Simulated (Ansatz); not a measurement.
A series in volume per atom on AlN

Band levels at named k points (names of the unstrained cell) at fixed atoms, from the valence top (v1 top filled band, c1 lowest empty), gap the least over mesh, points and any path between them, spin-unpolarised plane waves, DDH-PBE0 mixes 1/eps_inf of exact exchange. The results are calculated, by Ansatz 0.2.0.

Cell of the first row (space group Fm-3m, No. 225):
```
CELL_PARAMETERS angstrom
0.00000 1.93810 1.93810
1.93810 0.00000 1.93810
1.93810 1.93810 0.00000
ATOMIC_POSITIONS crystal
Al 0.00000 0.00000 0.00000
N 0.50000 0.50000 0.50000
```

Settings of every row: periodic directions 3; functional PBE; spin orbit no; potentials PAW; wave cutoff 420 eV; k mesh 10x10x10; smearing width 0.02 eV.

Point:
```
   name  a (fraction of the reciprocal vector)  b (fraction of the reciprocal vector)  c (fraction of the reciprocal vector)
  Gamma                                      0                                      0                                      0
      X                                    0.5                                      0                                    0.5
      U                                  0.625                                   0.25                                  0.625
      K                                  0.375                                  0.375                                   0.75
      L                                    0.5                                    0.5                                    0.5
      W                                    0.5                                   0.25                                   0.75
extra_c                                      0                                    0.5                                    0.5
```

Limits: semilocal functionals tend to give too small a gap; the cell comes from a prototype or a list of computed structures and needn't be the stable phase.

```
row  volume per atom (Å³)  least direct gap (eV)  band gap (eV)
  1                  7.28                  7.601          5.045
  2                  7.51                  7.104          5.111
  3                 7.627                  6.862          5.143
  4                 7.745                      ?              ?
  5                 7.984                  6.168          4.966
  6                 8.229                  5.726          4.669
  7                 8.478                  5.302          4.382
  8                 8.732                  4.894          4.106
  9                 8.992                  4.503           3.84
 10                 9.256                  4.127          3.583
```

Question: what least direct gap should row 4 give?

Worked fit of least direct gap. Take t = volume per atom − 8.2, in Å³. The shown rows have t = -0.92, -0.69, -0.573, -0.216, 0.029, 0.278, 0.532, 0.792, 1.056. Least squares give least direct gap = 5.7775 − 1.7808 × t + 0.21101 × t² eV; a straight line predicts inner rows, each left out in turn, worse (root mean square 0.066 against 0.0047 eV). The rows lie off it by 0.007, -0.003, -0.005, -0.004, 0.000, 0.003, 0.004, 0.004, -0.005 (root mean square 0.0043 eV), a smooth pattern that one more power would take up: the form is only approximate. The withheld row has t = -0.455, so the fit gives 5.7775 − 1.7808 × (-0.455) + 0.21101 × (-0.455)² = 6.631 eV.

The calculation gave 6.626 eV. The fit lies 0.005 eV (0.14 % of the column's range) above it; its largest miss of a shown row is 0.007 eV.

The other values of row 4: band gap 5.173 eV.
